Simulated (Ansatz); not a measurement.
# Si: moving Si off its site

Si, Fmmm, a = 4.869 Å, b = 5.328 Å, c = 9.104 Å. This isn't the element's structure at ambient conditions. Ansatz: LDA, PAW, 420 eV, Γ-centred 10×10×8 mesh on 8 atoms, Gaussian smearing 0.15 eV; no spin polarisation.

```xyz
8
Lattice="4.5521 -2.4347 0.0000 4.5521 2.4347 0.0000 0.0000 0.0000 5.3276" Properties=species:S:1:pos:R:3 pbc="T T T"
Si    4.5521    0.0000    4.1050
Si    4.5521    0.0000    1.2227
Si    4.5521   -2.4347    1.4412
Si    4.5521    2.4347    3.8865
Si    6.6117    0.0000    2.6638
Si    2.0595    0.0000    0.0000
Si    2.4926    0.0000    2.6638
Si    7.0447    0.0000    0.0000
```

Atom 5 (Si) moves by x along the unit vector (0.175, 0.985, 0.000), with its periodic images; all else is held. y is the free energy of the cell over the start, F the force along the path summed over the moved atoms.

```tsv
x (Å)	y (meV)	F (eV/Å)
-0.450	?	?
-0.360	531.0	3.42
-0.270	277.9	2.25
-0.090	28.5	0.64
0.000	0.0	0.00
0.180	125.3	-1.50
0.360	606.5	-4.13
0.450	1067.4	-6.23
```

Task: Fit y = c2 x² + c3 x³ + c4 x⁴ to the energies of the other rows, give the force constant, and predict energy and force of the missing row.

Result: Least squares on the rows shown. y = 3496.9 x² + 812.13 x³ + 6942.3 x⁴. The force constant is 2 c2 = 6.99 eV/Å² (for all images moving together, not for a lone atom). The force −dy/dx at the missing row is 5.18 eV/Å (computed 4.95). At x = -0.450 the fit asked for gives 918.8 meV. The run gave 904.7 meV, so the fit is 14.1 meV too high, 1.3 % of the span of the series, against an rms of 1.1 meV on the fitted rows. The row lies outside the fitted range. With a term in x⁵ added, a fit to the same known rows predicts 905.4 meV, so most of the miss is curvature that the known rows already hold.